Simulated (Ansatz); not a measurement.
# Si2Ni (Fm-3m): relaxations under a series of pressures in Python

How does Si2Ni (Fm-3m) give way under pressure? Wanted for Si2Ni (Fm-3m): relaxations under a series of pressures.

Program: Ansatz 0.2.0, driven from Python. Level of theory: DFT PBE, plane waves, PAW. These are calculated values, not measurements.

## (1) Starting point

The structure is cubic, space group Fm-3m (No. 225). The conventional cell has a = 5.406 Å, b = 5.406 Å, c = 5.406 Å, α = 90.00°, β = 90.00°, γ = 90.00°. Si (site symmetry -43m) is surrounded by 4 Ni at 2.34 Å. Ni (site symmetry m-3m) has 8 Si at 2.34 Å as nearest neighbours.

POSCAR, read by the script:

```text
Si2Ni
1.0
   0.00000000    2.70300000    2.70300000
   2.70300000    0.00000000    2.70300000
   2.70300000    2.70300000    0.00000000
Si Ni
2 1
Direct
   0.25000000    0.25000000    0.25000000
   0.75000000    0.75000000    0.75000000
   0.00000000    0.00000000    0.00000000
```

## (2) Script

The input, si2ni.py:

```python
import warnings

import ansatz as az
from ase.io import read
import numpy as np

XC = "PBE"
OCCUPATIONS = "fermi_dirac"
SIGMA = 0.1

def edges_and_angles(cell):
    cell = np.asarray(cell)
    a, b, c = np.linalg.norm(cell, axis=1)
    cosines = cell[1] @ cell[2] / (b * c), cell[0] @ cell[2] / (a * c), cell[0] @ cell[1] / (a * b)
    return (a, b, c, *np.degrees(np.arccos(cosines)))

warnings.simplefilter("ignore", az.DeckWarning)

atoms = read("POSCAR", format="vasp")
structure = az.Crystal.from_ase(atoms).moments(Ni=1.5)

setup = structure.calculation()
setup = setup.functional(XC)
setup = setup.spin("collinear")
setup = setup.kpoints(9, center="gamma")
setup = setup.occupations(OCCUPATIONS, width=SIGMA)

rows = []
for pressure in [0, 5, 10, 20]:
    out = setup.relax(cell=True, pressure=pressure, force_tolerance=0.05).run()
    cell = out.lattice.cell_ang
    n_atoms = len(out.lattice.sites)
    volume = abs(np.linalg.det(cell)) / n_atoms
    enthalpy = out.report["free_energy_ev"] / n_atoms + pressure * volume / 160.21766
    rows.append((pressure, volume, enthalpy, *edges_and_angles(cell)))
    print(f"{pressure} GPa done: {volume:.4f} A^3/atom")

print(" P (GPa)  V (A^3/atom)  H (eV/atom)     a       b       c")
for row in rows:
    print("{:8.1f} {:12.4f} {:14.5f} {:7.4f} {:7.4f} {:7.4f}".format(*row[:6]))
p, v = np.array([row[0] for row in rows], float), np.array([row[1] for row in rows])
print("mean bulk modulus between rows (GPa):", np.round(-np.diff(p) / np.diff(np.log(v)), 1))
```

## (3) What the engine is handed

The package turns the script's settings into the engine's input (first run):

```yaml
crystal:
  lattice:
    - [0.0, 2.703, 2.703]
    - [2.703, 0.0, 2.703]
    - [2.703, 2.703, 0.0]
  atoms:
    - { symbol: Si, position: [0.25, 0.25, 0.25] }
    - { symbol: Si, position: [0.75, 0.75, 0.75] }
    - { symbol: Ni, position: [0.0, 0.0, 0.0] }
kpoints:
  mp_grid:
    grid: [9, 9, 9]
    shift: [0.0, 0.0, 0.0]
hamiltonian:
  xc: pbe
magnetization:
  spin_polarized: true
  per_species:
    Ni: 1.5
scf:
  occupations:
    method: fermi_dirac
    width: 0.1
relax:
  f_tol: 0.05
  cell:
    p_target: 0.0
```

## (4) Launch

On the command line:

```sh
$ python si2ni.py
```

Log:

```text
RunWarning: the starting moments were not kept: the SCF closed with an absolute magnetisation of 1.0e-6 μB, where they sum to 1.5 μB in size (1 site). That is at most 0.1 of that sum. Measured as dr2_m measures the in/out step, that magnetisation stands 9.6e-13 eV from none, at or under the dr2_threshold of 1.0e-7 eV: it is no larger than a step whose dr2_m would equal this threshold. The system [...]
0 GPa done: 13.4859 A^3/atom
5 GPa done: 13.0569 A^3/atom
10 GPa done: 12.6892 A^3/atom
20 GPa done: 12.0837 A^3/atom
 P (GPa)  V (A^3/atom)  H (eV/atom)     a       b       c
     0.0      13.4859    -2370.80684  3.8534  3.8534  3.8534
     5.0      13.0569    -2370.39285  3.8120  3.8120  3.8120
    10.0      12.6892    -2369.99124  3.7759  3.7759  3.7759
    20.0      12.0837    -2369.21897  3.7149  3.7149  3.7149
mean bulk modulus between rows (GPa): [154.6 175.1 204.5]
```

(Warnings from the package without file and line, shortened, repeats left out.)

It took 84 s on 1 thread of Arm Neoverse V1, shared host; peak memory 0.45 GiB.

## (5) What each run gave

One row for each of the 4 runs:

```tsv
run	pressure asked (GPa)	energy from run 1 (meV/atom)	final volume (Å³/atom)	pressure (GPa)	SCF cycles in all	CPU time (s)
1	0	0.00	13.49	0.01	45	20
2	5	6.53	13.06	5.01	37	16
3	10	23.60	12.69	9.99	48	20
4	20	79.47	12.08	20.00	64	27
```

Energies are free energies F = E - TS of the smeared occupations. 

## (6) The relaxation of run 1, step by step

Relaxation path:

| step | E - E(step 1) (eV/cell) | largest force component (eV/Å) | pressure (GPa) | volume (Å³) |
| --- | --- | --- | --- | --- |
| 1 | 0.0000 | 0.0000 | 3.66 | 39.50 |
| 2 | -0.0083 | 0.0000 | 1.66 | 40.01 |
| 3 | -0.0105 | 0.0000 | 0.06 | 40.44 |
| 4 | -0.0105 | 0.0000 | 0.00 | 40.46 |
| 5 | -0.0108 | 0.0000 | 0.01 | 40.46 |

Step 1 is the start. Step 5 repeats the geometry before it on a plane-wave basis chosen anew for that cell, so its energy need not be comparable with the rows above.

Lengths and angles in the start's conventional setting:

«Before» is this run's own start.

|  | before | after | change |
| --- | --- | --- | --- |
| a (Å) | 5.406 | 5.449 | +0.8 % |
| b (Å) | 5.406 | 5.449 | +0.8 % |
| c (Å) | 5.406 | 5.449 | +0.8 % |
| volume (Å³/atom) | 13.17 | 13.49 | +2.4 % |
| shortest distance (Å) | 2.341 | 2.360 | +0.8 % |
| space group (0.01 Å) | Fm-3m | Fm-3m | same |

The run keeps the 48 symmetry operations of the start, so it could not have lowered the symmetry.

## (7) The relaxation of run 4, step by step

Relaxation path:

```csv
step,energy from step 1 (eV/cell),largest force component (eV/Å),pressure (GPa),volume (Å³)
1,0.0000,0.0000,3.66,39.50
2,0.1190,0.0000,14.07,37.27
3,0.2444,0.0000,20.89,36.11
4,0.2257,0.0000,19.95,36.26
5,0.2266,0.0000,19.95,36.26
6,0.2276,0.0000,20.00,36.25
7,0.2276,0.0000,20.00,36.25
```

Step 1 is the start. Steps 5, 7 each repeat the geometry before them on a plane-wave basis chosen anew, so the energy can jump there without any move.

Lengths and angles in the start's conventional setting:

«Before» is this run's own start.

|  | before | after | change |
| --- | --- | --- | --- |
| a (Å) | 5.406 | 5.254 | -2.8 % |
| b (Å) | 5.406 | 5.254 | -2.8 % |
| c (Å) | 5.406 | 5.254 | -2.8 % |
| volume (Å³/atom) | 13.17 | 12.08 | -8.2 % |
| shortest distance (Å) | 2.341 | 2.275 | -2.8 % |
| space group (0.01 Å) | Fm-3m | Fm-3m | same |

Forces and stress were held to the start's 48 operations: a distortion of lower symmetry was not tested.

Under a set pressure the enthalpy E + pV is minimised, so E itself may rise.

## (8) Summary of results

```
                                   quantity               value
bulk modulus between neighbouring pressures  154.6 to 204.5 GPa
                              runs compared                   4
                            range of energy      79.47 meV/atom
```

The crystal stiffens as it is compressed. The volume falls from 13.49 Å³ an atom at 0 GPa to 12.08 at 20 GPa, by 10.4 %. Between 0 and 5 GPa, -V dP/dV is about 155 GPa, a mean over that step. In run 1, the volume grew by 2.4 % over 3 moves, and the space group stayed Fm-3m. In run 4, over 4 moves the cell shrank by 8.2 % in volume under the 20 GPa asked, and the space group stayed Fm-3m. Caveats:
- The SCF didn't keep the moments it started from (some shrank, vanished or turned); what is printed is the state reached.
- At a fixed pressure a relaxation lowers the enthalpy F + PV, while F alone can rise.
- The mesh is modest for a metal, so energies can be off by several to tens of meV an atom and pressures by half a GPa or more; differences at equal mesh fare better.
- Symmetry holds the cell in this phase, so another phase that may be stable under pressure is not reached. The starting moments were not kept in at least one run, so it stands on a weaker or other magnetic state than the one typed.
